## One small pressure, two changed properties

The Quantum ESPRESSO row seems out of step. Down the table the crystal gets larger and softer, yet this row has the same bulk modulus as the last one, 69.0 GPa, at a slightly smaller volume. If a larger crystal is a softer one, the last row should be clearly the softer of the two. Before rounding it is softer, 68.99 against 69.02 GPa, but by only 0.03 GPa, where the estimate below would give 0.14 GPa. The reason lies in how each description of the phosphorus atom pushes on the crystal as its volume changes.

Black phosphorus (Cmce, 4-atom cell) in Ansatz and Quantum ESPRESSO: PBE without dispersion, spin polarisation or spin-orbit coupling, 8×8×6 k mesh, Fermi-Dirac smearing of 0.05 eV. Volume, modulus and slope come from Birch-Murnaghan fits to energies at seven volumes, with cell shape and fractional positions fixed. The basis is given as the plane-wave cutoff.

| program | potentials | basis | equilibrium volume (Å³/atom) | bulk modulus (GPa) | bulk modulus slope | equilibrium volume less the median of the rows (Å³/atom) |
| --- | --- | --- | --- | --- | --- | --- |
| Ansatz | JTH PAW | 840 eV | 21.007 | 69.50 | 4.350 | -0.016 |
| Ansatz | Ansatz PAW earlier set | 600 eV | 21.023 | 69.30 | 4.350 | 0.000 |
| Ansatz | Ansatz PAW small core | 420 eV | 21.023 | 69.30 | 4.350 | 0.000 |
| Quantum ESPRESSO | Ansatz NC SR PBE | 599 eV | 21.035 | 69.00 | 4.320 | 0.012 |
| Ansatz | PseudoDojo stringent | 599 eV | 21.044 | 69.00 | 4.320 | 0.021 |

Black phosphorus consists of puckered layers. Within a layer each atom has three covalent bonds, and between the layers the attraction is much weaker. The calculations treat the outer electrons explicitly and replace the nucleus and inner electrons by a potential or a PAW data set. These replacements are built to reproduce the same atom, but they differ slightly in how they act on electrons close to the core.

Such a difference matters only if it changes when the atoms move apart. An energy error that is the same at every volume lifts the whole energy curve and leaves its minimum in place. An error that depends on the distance between neighbours acts as a small extra force along the bonds. Added up over the crystal, these forces amount to an extra pressure, and a crystal pushed outward settles at a larger volume.

The two middle Ansatz rows show the harmless case. At equal volume their energies differ by about 6.44 meV per atom, at the small end of the volume range as at the large end. Their equilibrium volumes and moduli agree to the digits of the table, although one run uses a cutoff of 600 eV and the other 420 eV. A difference in total energy is therefore a poor guide to a difference in structure.

The other rows do differ in pressure. Held at the same volume, near 20.87 Å³ per atom, the PseudoDojo crystal pushes outward by 0.12 GPa more than the JTH PAW crystal, which has the smallest volume in the table. The remaining rows lie between these two. The order of the extra pressures is the order of the equilibrium volumes, apart from the two middle Ansatz rows, which are practically equal in both.

The size of the shift follows from the bulk modulus $B$, the resistance to a change of the volume $V$. Near the minimum, a relative expansion $\delta V/V$ lowers the pressure by $B\,\delta V/V$. An extra outward pressure $\delta P$ is balanced when

$$\frac{\delta V}{V}=\frac{\delta P}{B}.$$

For the PseudoDojo row this gives $0.12/69 \approx 0.0017$, or 0.17 %. The equilibrium volumes in the table differ by 0.18 %.

The expanded crystal is also softer. Atoms pressed together repel each other ever more steeply, whereas a stretched bond holds its length less and less firmly. The energy curve is therefore flatter on its outer side, and a minimum that moves outward lies on a flatter stretch. The bulk modulus slope $B'$, the change of modulus per unit of pressure, measures this effect. It is about 4.3 here, so an extra pressure of 0.12 GPa should lower the modulus by $4.3\times0.12\approx0.52$ GPa.

This estimate assumes that the extra pressure stays the same as the crystal expands. For the PseudoDojo row the extra pressure passes a flat maximum near 20.87 Å³ per atom and has just begun to fall at the minimum. The computed modulus is 0.49 GPa below that of the JTH PAW row, a little less than the estimate. The Quantum ESPRESSO row has a smaller extra pressure, and by the same reasoning its modulus should fall by only 0.38 GPa. The computed fall is 0.46 GPa, almost as large as in the last row.

The difference arises because the extra pressure in the Quantum ESPRESSO row grows as the crystal expands. Stiffness means that the pressure drops quickly on expansion. A contribution that rises instead offsets part of this drop and makes the crystal softer. Both effects together give

$$\delta B=-B'\,\delta P-V\,\frac{\mathrm d(\delta P)}{\mathrm dV},$$

where $\delta B$ is the change of modulus. The second term adds about −0.09 GPa for this row and brings the estimate to −0.47 GPa, close to the computed value. That slope is a mean over 20.46 to 21.28 Å³ per atom, and the growth fades with volume. Between 20.87 and 21.28 Å³, where the minima lie, the term is about −0.06 GPa for this row and +0.04 GPa for the PseudoDojo row. The contrast between the two rows, about 0.10 GPa, is the same either way. The printed pressures of this row also lie slightly low: they predict a volume shift of 0.126 % where the energies give 0.133 %, so the split between the two terms is only approximate. The row has moved less far along the common curve than the last one, but its own curve is a little flatter.

In the two middle Ansatz rows the extra pressure shrinks on expansion, which stiffens the crystal slightly and cancels part of the softening. No constant was adjusted to the differences between the rows, and the estimate reproduces all the differences in modulus to within 0.03 GPa, as the printed output shows. Pressures and energies come from the same runs, however. The agreement shows that volume and modulus record one and the same disturbance, but it does not identify the feature of a potential that causes it.

It is tempting to blame the type of potential, since the three PAW rows have smaller volumes than the two norm-conserving ones. But the PAW rows differ among themselves by 0.016 Å³ per atom, while the gap between the two groups is only 0.012 Å³. For the volume, the details of each potential, together with the cutoff used for it, thus matter about as much as its type. The other columns sort more cleanly. The moduli of the two groups are 0.3 GPa apart against a spread of 0.2 GPa among the PAW rows, and the slope is 4.35 in all PAW rows and 4.32 in both norm-conserving rows. In both norm-conserving rows the extra pressure grows over the smaller volumes, whereas in the two middle rows it shrinks. Five rows cannot tell whether this belongs to the type or to these particular sets. No run changes the cutoff alone, so a part of these differences may come from the basis. In the Quantum ESPRESSO row the program changes along with the potential, so its extra pressure belongs to the combination of the two.

For practical use, the choice among these potentials changes the volume by less than 0.2 % and the modulus by less than 1 %. This close agreement must not be mistaken for accuracy. The measured modulus of black phosphorus is roughly 35 GPa, a rough recalled figure, and the computed values are about twice as large. All five rows share this discrepancy, so a better potential is not the remedy.

The main reason, which these runs do not test because none of them relaxes the cell, is the way in which the crystal is deformed. In these calculations the cell keeps its shape and the atoms their fractional positions while it is scaled, so the strong bonds are stretched and squeezed in the same proportion as the soft gaps between the layers. A real crystal under pressure takes up most of the compression by closing the gaps and by folding the puckered layers further along their armchair direction, which changes bond angles and leaves the bond lengths almost unchanged. The computed modulus therefore contains much of the stiffness of the covalent bonds. An engineer who needs the compressibility of the material must let the shape of the cell and the atomic positions relax at each volume, and should include the dispersion attraction between the layers.

The same reasoning carries over to other solids. For a given extra pressure, a soft crystal shifts its volume more than a stiff one. The modulus changes by about $B'$ times that pressure in either case, as long as the extra pressure hardly varies with volume.

Printed output of the fit:

```
spread of equilibrium volumes in cubic angstrom per atom: 0.037
spread of equilibrium volumes in percent: 0.1761
spread of unrounded bulk moduli in GPa: 0.4888
spread of unrounded bulk moduli in percent of the mean: 0.7062
mean modulus slope of PAW rows less that of norm-conserving rows: 0.03
pressure above that of the JTH PAW row in GPa at fixed volumes in cubic angstrom per atom:
               row  at 19.23  at 20.46  at 20.87  at 21.28
            Ansatz         0         0         0         0
            Ansatz   0.05554   0.05357   0.05253   0.05139
            Ansatz    0.0556   0.05359   0.05233   0.05107
  Quantum ESPRESSO   0.06814   0.08503   0.08728   0.08844
            Ansatz    0.1108    0.1197    0.1202    0.1194
volume above that of the JTH PAW row in percent:
               row  estimated from pressure  computed
            Ansatz                        0         0
            Ansatz                  0.07589   0.07617
            Ansatz                   0.0756   0.07617
  Quantum ESPRESSO                   0.1261    0.1333
            Ansatz                   0.1737    0.1761
modulus less that of the JTH PAW row in GPa:
               row  from shift of minimum  from changing offset  estimated sum  computed
            Ansatz                      0                     0              0         0
            Ansatz                -0.2279               0.05594        -0.1719   -0.1759
            Ansatz                 -0.227                0.0648        -0.1622   -0.1767
  Quantum ESPRESSO                -0.3786              -0.08775        -0.4664   -0.4611
            Ansatz                -0.5214              0.007708        -0.5137   -0.4888
energy of small-core set above earlier set at smallest volume in meV per atom: 6.443
energy of small-core set above earlier set at largest volume in meV per atom: 6.439
mean equilibrium volume above the given cell in percent: 2.78
bond length scaled to the mean equilibrium volume in angstrom: 2.225
mean modulus over a rough recalled measured value of 35 GPa: 1.978
```
